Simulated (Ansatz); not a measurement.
Mo, diamond: how the functional moves the structure

All rows: Ansatz, plane waves with scalar-relativistic PAW, 420 eV (500 eV for the SCAN forms), relaxed under each functional, no dispersion correction, no zero-point motion. B₀ comes from uniform scaling at fixed shape; a dash is a value not given.

```tsv
functional	V (Å³/atom)	cell	B₀ (GPa)	magnetic state	ΔE to bcc (meV/atom)
PBE	23.03	a = 5.690 Å	107	spin not included	2236
r²SCAN	22.56	a = 5.651 Å	111	spin not included	2349
PBEsol	22.10	a = 5.613 Å	118	spin not included	2389
revPBE	23.37	a = 5.718 Å	102	spin not included	2196
RPBE	23.50	a = 5.729 Å	100	spin not included	2180
BLYP	24.26	a = 5.790 Å	95	spin not included	1710
```

PBEsol gives the smallest volume and BLYP the largest.
